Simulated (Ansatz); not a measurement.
# Cr (Im-3m) in Ansatz: further runs, part 2 of 2

Ansatz 0.2.0.

**3. Spin spiral, PBE+D3(BJ), non-collinear spin, ferromagnetic start (cell strained at random at fixed volume)**

Input file input.yaml:

```yaml
crystal:
  lattice:
    - [-1.504694, 1.4674, 1.460645]
    - [1.507495, -1.51264, 1.508686]
    - [1.477776, 1.485722, -1.505885]
  atoms:
    - { symbol: Cr, position_ang: [0.0, 0.0, 0.0], spin: 3.0, spin_axis: [1.0, 0.0, 0.0] }
kpoints:
  mp_grid: { grid: [9, 9, 9] }
scf:
  occupations: { method: methfessel_paxton, width: 0.05 }
hamiltonian:
  xc: pbe
  dispersion: d3bj
  pseudopotentials:
    kind: all_electron
    lapw: { basis_error: 0.002 }
    dirac_shells: { Cr: ["2p"] }
magnetization:
  noncollinear: true
  spin_spiral: { q: [0.125, 0, 0.125] }
output:
  forces: true
  stress: true
  eigenvalues: true
```

Potentials or basis: all-electron LAPW, inner shells corrected to Dirac's equation.

Launch:

```sh
ansatz run input.yaml --threads 2 --pin off --max-ram 6144MiB --backend cpu --events-out ev --progress --plain --runs-dir out
```

Log:

```text
Warning: RAYON_NUM_THREADS=2 ignored (pool sized by the plan → 2); use --threads N
LAPW: plane waves up to 8.385 Å⁻¹, error target 2.0e-3 eV per atom; small_component_spin mean_spin; Cr in spheres of 1.266 Å, 14 of its electrons in bands, Dirac shells [2p] (how accurate: hamiltonian.pseudopotentials.lapw.basis_error, Limitations)
Engine: ansatz 0.2.0, aarch64-unknown-linux-gnu
Pseudopotentials: kind: all_electron
Pseudopotential: Cr, LAPW, valence charge 14, lapw/all_electron/scalar/gaussian/Cr, Koelling and Harmon's equation with Dirac's for 2p, gaussian nucleus
Functional definition: PBE
  parameter kappa = 0.804
  parameter beta = 0.06672455060314922
  exchange = pbe_x(kappa = kappa, mu = beta*pi^2/3)
  correlation = pbe_c(beta = beta)
Crystal: 1 atoms, lattice volume = 13.084 Å³
Basis set: ecut = 267.8979939941457 eV, 141 PW (Γ), exchange–correlation at level 2
Bands: 22, of which v1, the nominal top of the filled ones, is band 14 counted from 1 (13 counted from 0)
Symmetry: 1 space group operations
k-points: 365 of 729
Spin spiral: q = (0.125, 0, 0.125) of the reciprocal vectors; moments are told in the frame that turns with it, a site's in that at the site
Non-local potential: Cr, projectors of the file, none
Initial density: superposition of atomic densities (chi_scale 0.1, normalization cell)
Starting moments: Σ|m| = 3 μB on 1 of 1 site
Initial wavefunctions: plane waves of lowest kinetic energy (no species holds an atomic orbital)
Functional: x = pbe(κ = 0.804, μ = 0.2195149727645171), c = pbe(β = 0.06672455060314922)
iter 1 solved again at ethr=3.63e-3 eV; its pass at ethr=1.00e-1 eV (dr2=5.08e-1 eV) is discarded
SCF iter   1: F=—  HF=-28597.175253 eV  |F-HF|=—  |Δ(HF+E_count)|=         —  Δρ=1.47e-1  dr2=5.09e-1  dr2_m=6.54e-1  ethr=3.63e-3  |M|=1.19e0 ∫|m|=1.26e0 μB  β_m=0.30  ⟨swp⟩=2.0  Hψ=52337  notcnv=0
preconditioner: auto → none  [metal: Δε(μ)=0.001 eV  Ē_g=7.323 eV  σ=0.050 eV  W_gap=0.01  n_scr=0 (ndim 8)  ℏωp=25.1 eV  f_vac=0.000  D(μ)=1.36/eV (n_scr^D=18)]
[... 25 lines left out ...]
SCF 1 converged in 21 iterations: F = -28596.458271 eV  dr2 = 1.03e-12
SCF converged after 21 iterations
Stability not checked: this state was not tested for a lower state beside it, because cold or Methfessel-Paxton smearing, or corrected tetrahedra, fill the levels in a way that the test cannot read (fill_not_monotonic; see scf.lower_state_search)
Magnetization: |M| = 0.0000 μB,  M = (-0.0000, +0.0000, +0.0000) μB
Absolute magnetization: 0.0000 μB (∫|m|)
  site 0: m = (+0.0000, +0.0000, +0.0000) μB, |m| = 0.0000 μB  (R = 1.27 Å)
Free energy (F): -28596.458271 eV
Harris-Foulkes:  -28596.458271 eV  (|F-HF|=7.28e-12)
Internal energy: -28596.458076 eV  (E = F + TS)
E sigma→0 (E₀):  -28596.458223 eV
Entropy (-TS):   -0.000195 eV (-0.195 meV/atom)
Fermi energy:    17.238559 eV
Step filling:    the computed levels leave a gap of 0.0026 eV = 0.1 smearing widths at the electron count; against every level under it full and every level over it empty, smearing changes F+E_penalty+E_count by -0.059 meV and its σ→0 estimate by -0.011 meV
--- Per-component energies (eV) ---
  E_band       = -173.790890
  E_kinetic    = 28924.610001
  E_xc         = -1326.475429
  E_electrostatic = -56194.157812  (all electrons and nuclei)
  E_disp       = -0.434837  (pairwise vdW)
  E_smearing   = -0.000195  (= −TS)
  E_closure    = 0.000000  (closes the sum)
  E_atoms      = -28586.612399  (free atoms, spherical and without spin; not in F)
  Σ components = -28596.458271   (vs F -28596.458271, Δ=0.00e0)
  Basis errors (estimates in eV, not in F): energy 4.4e-4 per atom: plane waves 3.9e-4 (2.2e-4 summed), levels above the bands 0.0e0, relativity 8.4e-8, radial functions 4.6e-5, core shells 4.7e-8; eigenvalues (radial functions only) 2.4e-6; not estimated: angular momenta, meshes, grids; target (lapw.basis_error) 2.0e-3; muffin-tin radii Cr 1.266 Å
--- Forces (eV/Å), atoms counted from 1 ---
  atom   1  Cr    -0.00000000    -0.00000000     0.00000000
  max |Σ_I F_I| component: 7.04e-15 eV/Å
--- Stress (GPa, compression-positive) ---
      -31.640601       1.132862      -0.169042
        1.132862     -28.441233       2.033978
       -0.169042       2.033978     -30.437715
  P = ⅓ Tr σ = -30.1732 GPa (-301.732 kbar)
--- Band table (eV; the first three rows and the last of 365) ---
  k-point 0: bands = ["-54.6285", "-54.6285", "-25.6377", "-25.6377", "-25.6187", "-25.6187", "-25.5937", "-25.5937", "10.2890", "10.2890", "16.4073", "16.4073", "16.4936", "16.4936", "16.6396", "16.6396", "18.0645", "18.0645", "18.2194", "18.2194", "37.5235", "37.5235"]
  k-point 1: bands = ["-54.6401", "-54.5918", "-25.8213", "-25.6640", "-25.6160", "-25.6030", "-25.5997", "-25.5598", "9.9439", "11.4872", "16.0401", "16.2658", "16.2778", "16.5519", "16.6034", "17.4909", "17.8133", "18.1624", "18.2779", "18.2988", "34.3888", "36.4360"]
  k-point 2: bands = ["-54.6211", "-54.5468", "-26.0331", "-25.7366", "-25.6934", "-25.6191", "-25.6045", "-25.5889", "10.5614", "12.9287", "15.5838", "16.2200", "16.2286", "16.3838", "16.9759", "17.9211", "17.9382", "18.3119", "18.3911", "18.7044", "30.3360", "34.5409"]
  k-point 364: bands = ["-54.5561", "-54.5104", "-26.1454", "-26.0060", "-25.8249", "-25.6974", "-25.6356", "-25.6259", "13.0403", "13.7594", "15.1662", "15.5052", "15.5493", "16.7868", "18.1358", "18.1927", "18.3135", "18.4896", "19.1482", "20.7422", "27.1512", "31.5413"]
```

It took 3 min on 2 threads of Arm Neoverse V2, shared host; peak memory 0.77 GiB.

Results:

```yaml
Free_energy: -28596.4583 eV
Pressure: -30.2 GPa
Band_gap_on_the_k_mesh: none (metal or under the smearing width)
Absolute_moment: 0.00 μB per cell
```

Stress tensor (GPa, compression positive):
```
-31.64   1.13  -0.17
  1.13 -28.44   2.03
 -0.17   2.03 -30.44
```

Moments on the atoms (μB; x, y, z):
```
Cr  0.00 0.00 0.00
```

Caveat: the magnetic state may not be the lowest; the starting moments collapsed, and a magnetic state may lie lower; the k mesh is thin for a metal, which can move the energy by tens of meV per atom; pairwise dispersion overbinds metals, which lowers pressure and volume; the starting moments weren't kept.

**4. Single point, rPW86-PBE+D4, collinear spin, ferromagnetic start, 12.30 Å³/atom (volume scaled by 0.94)**

Input file input.yaml:

```yaml
crystal:
  lattice:
    - [-1.4541462833, 1.4541462833, 1.4541462833]
    - [1.4541462833, -1.4541462833, 1.4541462833]
    - [1.4541462833, 1.4541462833, -1.4541462833]
  atoms:
    - { symbol: Cr, position: [0.0, 0.0, 0.0], spin: 3.0 }
kpoints:
  mp_grid: { grid: [12, 12, 12] }
scf:
  occupations: { method: fermi_dirac, width: 0.025 }
hamiltonian:
  xc: { exchange: rpw86, correlation: pbe }
  dispersion: d4
  pseudopotentials:
    kind: all_electron
    lapw: { basis_error: 0.002 }
    nuclear_model: point
magnetization:
  spin_polarized: true
output:
  forces: true
  stress: true
  eigenvalues: true
```

Potentials or basis: all-electron LAPW, point nuclei.

Launch:

```sh
ansatz run input.yaml --threads 2 --pin off --max-ram 6144MiB --backend cpu --events-out ev --progress --plain --runs-dir out
```

It took 5.4 s on 2 threads of Arm Neoverse V2, shared host; peak memory 0.36 GiB.

The run converged. Its results:

```
Free energy            : -28619.4867 eV
Pressure               : -13.8 GPa
Band gap on the k mesh : none (metal or under the smearing width)
Net moment             : 0.00 μB per cell
Absolute moment        : 0.00 μB per cell
```

Caveat: the starting moments collapsed, and a magnetic state may lie lower; pairwise dispersion overbinds metals, which lowers pressure and volume; the starting moments weren't kept.

**5. Single point, rPW86-PBE+D4, collinear spin, ferromagnetic start, 12.56 Å³/atom (volume scaled by 0.96)**

input.yaml: that of step 4 with these lines changed.

```diff
@@ -2,5 +2,5 @@
   lattice:
-    - [-1.4541462833, 1.4541462833, 1.4541462833]
-    - [1.4541462833, -1.4541462833, 1.4541462833]
-    - [1.4541462833, 1.4541462833, -1.4541462833]
+    - [-1.4643870875, 1.4643870875, 1.4643870875]
+    - [1.4643870875, -1.4643870875, 1.4643870875]
+    - [1.4643870875, 1.4643870875, -1.4643870875]
   atoms:
```

Launch:

```sh
ansatz run input.yaml --threads 2 --pin off --max-ram 6144MiB --backend cpu --events-out ev --progress --plain --runs-dir out
```

Run time: 5.4 s. Hardware: 2 threads of Arm Neoverse V2, shared host; peak memory 0.36 GiB.

Results (log left out):

- Free energy: -28619.4609 eV
- Pressure: -17.8 GPa
- Band gap on the k mesh: none (metal or under the smearing width)
- Net moment: 0.00 μB per cell
- Absolute moment: 0.00 μB per cell

Caveat: the starting moments collapsed, and a magnetic state may lie lower; pairwise dispersion overbinds metals, which lowers pressure and volume; the starting moments weren't kept.

**6. Single point, rPW86-PBE+D4, collinear spin, ferromagnetic start, 12.82 Å³/atom (volume scaled by 0.98)**

input.yaml: that of step 5 with these lines changed.

```diff
@@ -2,5 +2,5 @@
   lattice:
-    - [-1.4643870875, 1.4643870875, 1.4643870875]
-    - [1.4643870875, -1.4643870875, 1.4643870875]
-    - [1.4643870875, 1.4643870875, -1.4643870875]
+    - [-1.4744866279, 1.4744866279, 1.4744866279]
+    - [1.4744866279, -1.4744866279, 1.4744866279]
+    - [1.4744866279, 1.4744866279, -1.4744866279]
   atoms:
```

Potentials or basis: all-electron LAPW, point nuclei.

Launch:

```sh
ansatz run input.yaml --threads 2 --pin off --max-ram 6144MiB --backend cpu --events-out ev --progress --plain --runs-dir out
```

It took 5.4 s on 2 threads of Arm Neoverse V2, shared host; peak memory 0.36 GiB.

It converged, with:

```
Free energy            : -28619.4289 eV
Pressure               : -21.3 GPa
Band gap on the k mesh : none (metal or under the smearing width)
Net moment             : 0.00 μB per cell
Absolute moment        : 0.00 μB per cell
```

Caveat: the starting moments collapsed, and a magnetic state may lie lower; pairwise dispersion overbinds metals, which lowers pressure and volume; the starting moments weren't kept.

**7. Single point, rPW86-PBE+D4, collinear spin, ferromagnetic start, 13.08 Å³/atom**

input.yaml: that of step 6 with these lines changed.

```diff
@@ -2,5 +2,5 @@
   lattice:
-    - [-1.4744866279, 1.4744866279, 1.4744866279]
-    - [1.4744866279, -1.4744866279, 1.4744866279]
-    - [1.4744866279, 1.4744866279, -1.4744866279]
+    - [-1.4844496776, 1.4844496776, 1.4844496776]
+    - [1.4844496776, -1.4844496776, 1.4844496776]
+    - [1.4844496776, 1.4844496776, -1.4844496776]
   atoms:
```

Launch:

```sh
ansatz run input.yaml --threads 2 --pin off --max-ram 6144MiB --backend cpu --events-out ev --progress --plain --runs-dir out
```

Wall time 5.4 s (2 threads of Arm Neoverse V2, shared host); peak memory 0.36 GiB.

It converged, with:

```
Free energy            : -28619.3916 eV
Pressure               : -24.4 GPa
Band gap on the k mesh : none (metal or under the smearing width)
Net moment             : 0.00 μB per cell
Absolute moment        : 0.00 μB per cell
```

Caveat: the starting moments collapsed, and a magnetic state may lie lower; pairwise dispersion overbinds metals, which lowers pressure and volume; the starting moments weren't kept.

**8. Single point, rPW86-PBE+D4, collinear spin, ferromagnetic start, 13.35 Å³/atom (volume scaled by 1.02)**

input.yaml: that of step 7 with these lines changed.

```diff
@@ -2,5 +2,5 @@
   lattice:
-    - [-1.4844496776, 1.4844496776, 1.4844496776]
-    - [1.4844496776, -1.4844496776, 1.4844496776]
-    - [1.4844496776, 1.4844496776, -1.4844496776]
+    - [-1.4942807567, 1.4942807567, 1.4942807567]
+    - [1.4942807567, -1.4942807567, 1.4942807567]
+    - [1.4942807567, 1.4942807567, -1.4942807567]
   atoms:
```

Launch:

```sh
ansatz run input.yaml --threads 2 --pin off --max-ram 6144MiB --backend cpu --events-out ev --progress --plain --runs-dir out
```

Wall time 5.5 s (2 threads of Arm Neoverse V2, shared host); peak memory 0.36 GiB.

Results (log left out):

| Quantity | Value |
| --- | --- |
| Free energy | -28619.3494 eV |
| Pressure | -27.2 GPa |
| Band gap on the k mesh | none (metal or under the smearing width) |
| Net moment | 0.00 μB per cell |
| Absolute moment | 0.00 μB per cell |

Caveat: the starting moments collapsed, and a magnetic state may lie lower; pairwise dispersion overbinds metals, which lowers pressure and volume; the starting moments weren't kept.

**9. Single point, rPW86-PBE+D4, collinear spin, ferromagnetic start, 13.61 Å³/atom (volume scaled by 1.04)**

input.yaml: that of step 8 with these lines changed.

```diff
@@ -2,5 +2,5 @@
   lattice:
-    - [-1.4942807567, 1.4942807567, 1.4942807567]
-    - [1.4942807567, -1.4942807567, 1.4942807567]
-    - [1.4942807567, 1.4942807567, -1.4942807567]
+    - [-1.5039841504, 1.5039841504, 1.5039841504]
+    - [1.5039841504, -1.5039841504, 1.5039841504]
+    - [1.5039841504, 1.5039841504, -1.5039841504]
   atoms:
```

Potentials or basis: all-electron LAPW, point nuclei.

Launch:

```sh
ansatz run input.yaml --threads 2 --pin off --max-ram 6144MiB --backend cpu --events-out ev --progress --plain --runs-dir out
```

It took 5.5 s on 2 threads of Arm Neoverse V2, shared host; peak memory 0.37 GiB.

The run converged. Its results:

```yaml
Free_energy: -28619.3030 eV
Pressure: -29.6 GPa
Band_gap_on_the_k_mesh: none (metal or under the smearing width)
Net_moment: 0.00 μB per cell
Absolute_moment: 0.00 μB per cell
```

Caveat: the starting moments collapsed, and a magnetic state may lie lower; pairwise dispersion overbinds metals, which lowers pressure and volume; the starting moments weren't kept.

**10. Single point, rPW86-PBE+D4, collinear spin, ferromagnetic start, 13.87 Å³/atom (volume scaled by 1.06)**

input.yaml: that of step 9 with these lines changed.

```diff
@@ -2,5 +2,5 @@
   lattice:
-    - [-1.5039841504, 1.5039841504, 1.5039841504]
-    - [1.5039841504, -1.5039841504, 1.5039841504]
-    - [1.5039841504, 1.5039841504, -1.5039841504]
+    - [-1.5135639255, 1.5135639255, 1.5135639255]
+    - [1.5135639255, -1.5135639255, 1.5135639255]
+    - [1.5135639255, 1.5135639255, -1.5135639255]
   atoms:
```

Launch:

```sh
ansatz run input.yaml --threads 2 --pin off --max-ram 6144MiB --backend cpu --events-out ev --progress --plain --runs-dir out
```

Wall time 5.8 s (2 threads of Arm Neoverse V2, shared host); peak memory 0.36 GiB.

It converged, with:

| Quantity | Value |
| --- | --- |
| Free energy | -28619.2529 eV |
| Pressure | -31.7 GPa |
| Band gap on the k mesh | none (metal or under the smearing width) |
| Net moment | 0.00 μB per cell |
| Absolute moment | 0.00 μB per cell |

Caveat: the starting moments collapsed, and a magnetic state may lie lower; pairwise dispersion overbinds metals, which lowers pressure and volume; the starting moments weren't kept.

**11. Equation of state, rPW86-PBE+D4, collinear spin, ferromagnetic start**

This step only gathers the single runs of the series.

Results:

| Item | Value |
| --- | --- |
| Equilibrium volume | 11.59 Å³/atom (rough: see the caveat) |
| Bulk modulus | 263 GPa (rough) |

Energy against volume, from the lowest point:
| volume (Å³/atom) | energy (meV/atom) |
| --- | --- |
| 12.299 | 0.00 |
| 12.561 | 25.81 |
| 12.823 | 57.77 |
| 13.084 | 95.14 |
| 13.346 | 137.31 |
| 13.608 | 183.71 |
| 13.870 | 233.83 |

Caveat: the minimum lies outside the volumes run; the starting moments weren't kept.

**12. The reference run**

An earlier run on the cell as given: functional PBE; potentials or basis all-electron LAPW, scalar-relativistic; cutoff 281 eV (chosen from the basis error); basis error allowed 0.001 eV/atom; k mesh 12 × 12 × 12; occupations fermi-dirac, width 0.05 eV; collinear spin, ferromagnetic start; starting moments [3.0] μB.

- Pressure: -24.8 GPa
- Band gap on the k mesh: none (metal or under the smearing width)
- Net moment: 0.00 μB per cell
- Absolute moment: 0.00 μB per cell
